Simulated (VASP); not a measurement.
Here is the system:

```
AlLaO3
1.0
    3.74152     0.00000     0.00000
    0.00000     3.74152     0.00000
    0.00000     0.00000     3.74152
La Al O
1 1 3
Cartesian
  0.00000   0.00000   0.00000
  1.87076   1.87076   1.87076
  1.87076   0.00000   1.87076
  0.00000   1.87076   1.87076
  1.87076   1.87076   0.00000
```

All values below come from LDA (Ceperley-Alder, Perdew-Zunger), VASP's LDA PAW potentials (set 64) (plane waves; VASP). Settings: 520 eV cut-off, 7×7×7 Γ-centred mesh, tetrahedra with Blöchl corrections, potentials La Al O.

Question: Predict the energy per atom (σ→0).

Answer: 
| Property | Value |
|---|---|
| energy per atom (σ→0) | -8.880 eV/atom |

The absolute energy has meaning only against runs of the same code, potentials and settings.

The compound is LaAlO3 in the cubic perovskite structure, the ideal cubic form; the compound distorts at low or room temperature. It was relaxed first, which changed the volume by -5 %.
